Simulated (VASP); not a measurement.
Crystal: Si2W.

```
W Si
1.0
    -1.60690    1.60690    3.91495
     1.60690   -1.60690    3.91495
     1.60690    1.60690   -3.91495
W Si
1 2
Direct
  0.00000 0.00000 0.00000
  0.66530 0.66530 0.00000
  0.33470 0.33470 0.00000
```

| Quantity | Value |
| --- | --- |
| Program | VASP 6.6.1 |
| Task | relaxation of cell and atoms |
| Functional | PBE |
| Dispersion | D3(BJ) |
| Potentials or basis | VASP PAW PBE potentials, release 64 (W_sv, Si) |
| Cutoff | 600 eV |
| k mesh | 10 × 10 × 10 |
| Occupations | fermi-dirac, width 0.05 eV |
| Spin | no spin polarisation |

At the start: pressure -3.6 GPa; volume 13.48 Å³/atom.

How do energy, volume and symmetry change on relaxing?

Over 7 steps the energy falls by 2.6 meV/atom and the volume is 13.26 Å³/atom (-1.6 %); space group I4/mmm (No. 139, to 0.05 Å).

The path:
| step | energy change (eV) | largest force (eV/Å) | pressure (GPa) | volume (Å³) |
| --- | --- | --- | --- | --- |
| 1 | 0.0000 | 0.0378 | -3.63 | 40.44 |
| 2 | 0.0171 | 0.1291 | 7.23 | 38.67 |
| 3 | -0.0074 | 0.0697 | 0.03 | 39.80 |
| 4 | -0.0077 | 0.0129 | -0.02 | 39.79 |
| 5 | -0.0077 | 0.0150 | -0.02 | 39.79 |
| 6 | -0.0077 | 0.0165 | -0.02 | 39.79 |
| 7 | -0.0077 | 0.0032 | 0.03 | 39.78 |

Final structure:
```
W Si
1.0
    -1.59721    1.59721    3.89826
     1.59721   -1.59721    3.89826
     1.59721    1.59721   -3.89826
W Si
1 2
Direct
  0.00000 0.00000 0.00000
  0.66586 0.66586 0.00000
  0.33414 0.33414 0.00000
```

Caveat: pairwise dispersion overbinds metals, which lowers pressure and volume.
